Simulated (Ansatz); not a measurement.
All numbers below come from Ansatz 0.2.0, DFT PBE, scalar-relativistic, plane waves, PAW.

Cutoff 420 eV; k points 8×8×6 on the computed 5-atom cell (Γ-centred); Gaussian smearing, width 0.10 eV; no spin polarisation.

Structure with the computed forces (eV/Å) in the last three columns:

```xyz
5
Lattice="3.0278 -4.0883 0.0000 3.0278 4.0883 0.0000 0.0000 0.0000 6.3255" Properties=species:S:1:pos:R:3:forces:R:3 pbc="T T T" pressure_GPa=-0.87
Li    1.5139   -2.0441    1.4546    0.0000    0.0000    0.1890
Li    1.5139    2.0441    4.8709    0.0000    0.0000   -0.1890
Li    1.5139    2.0441    1.4546    0.0000    0.0000    0.1890
Li    1.5139   -2.0441    4.8709    0.0000    0.0000   -0.1890
Li    0.0000    0.0000    0.0000    0.0000    0.0000    0.0000
```

Stress tensor (GPa, compression positive):

```
-0.29  0.00  0.00
 0.00 -1.34  0.00
 0.00  0.00 -0.99
```

This form isn't the element's structure at ambient conditions.